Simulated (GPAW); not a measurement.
Runs of GPAW 26.7.0 on CdSe (Cadmoselite). Symmetry: P6_3mc, No. 186, hexagonal system. Conventional cell: a = 4.300 Å, b = 4.300 Å, c = 7.020 Å, α = 90.00°, β = 90.00°, γ = 120.00°. Around Cd (site symmetry 3m) lie 4 Se at 2.61 to 2.70 Å. Around Se (site symmetry 3m) lie 4 Cd at 2.61 to 2.70 Å. 

```tsv
task	level	potentials or basis	spin	cell	cutoff (eV)	maxiter	optimizer	fmax	max steps	target pressure	other keys	gap on the mesh (eV)	pressure (GPa)	relaxed volume (Å³/atom)	largest force (eV/Å)
relaxation of cell and atoms	MS2	GPAW PAW data sets (gpaw-data 1.2.1), pw	off	relaxed to 5 GPa	600	150	BFGS	0.01 eV/Å	100	5 GPa	-	1.13	5.0	-	-
band structure	vdW-DF2	GPAW PAW data sets (gpaw-data 1.2.1), pw	SOC, no magnetisation	as given	600	150	-	-	-	-	-	0.37	-	-	0.34
relaxation of cell and atoms	revTPSS+D3	GPAW PAW data sets (gpaw-data 1.2.1), pw	off	relaxed to -2 GPa	600	150	BFGS	0.05 eV/Å	40	-2 GPa	-	0.88	-2.1	-	0.05
single point	TB-mBJ	GPAW PAW data sets for LDA (gpaw-data 1.2.1), pw	off	as given	600	150	-	-	-	-	-	2.02	-	-	-
band structure	PBE	SG15 ONCV 1.2, pw	off	as given	1100	150	-	-	-	-	-	0.69	3.3	-	0.29
band structure	LDA	the program's PAW data sets (release 1.2.1) made for this functional, pw	SOC, no magnetisation	as given	600	150	-	-	-	-	-	0.29	(a)	-	0.26
single point	PBE	GPAW PAW data sets (gpaw-data 1.2.1), pw	off	as given	500	100	-	-	-	-	several, not listed	0.69	2.6	-	0.29
single point	PBE	GPAW PAW data sets (gpaw-data 1.2.1), pw	off	as given	700	50	-	-	-	-	several, not listed	0.69	2.8	-	0.28
relaxation of cell and atoms	PBE	GPAW PAW data sets (gpaw-data 1.2.1), pw	off	relaxed	600	150	FIRE	0.01 eV/Å	100	-	-	0.55	0.0	29.65	0.01
relaxation of cell and atoms	PBE+D3(BJ)	GPAW PAW data sets (gpaw-data 1.2.1), pw	off	relaxed	600	150	BFGS	0.01 eV/Å	100	-	-	0.63	0.0	28.47	0.01
band structure	r2SCAN	GPAW PAW data sets (gpaw-data 1.2.1), pw	SOC, no magnetisation	as given	600	150	-	-	-	-	-	1.05	1.5	-	0.28
band structure	RPBE	the program's PAW data sets (release 1.2.1) made for this functional, pw	SOC, no magnetisation	as given	600	150	-	-	-	-	-	(b)	4.8	-	0.29
```

Alike in all rows: k mesh 5 × 5 × 3; smearing fermi-dirac 0.05 eV.

Problem. Fill in the values left out.

Solution. (a) -2.0; (b) 0.75.

Caveats: the PAW data sets were made with another functional, which shifts forces and pressure a little (some runs); later steps reuse the first step's grids (some runs); spin-orbit coupling was added after a scalar SCF, so levels and gaps hold it while energy, forces, pressure and moments don't (some runs); this program's spin-orbit splittings come out too wide for heavy elements (some runs); a model potential gives levels but no total energy (some runs); the cutoff is short for stress and forces, so pressures can be off by a GPa or more (some runs).

A k mesh can miss the band edges, and rows without SOC leave out spin-orbit coupling on Cd, Se.

The runs don't all hold the same shells in valence.
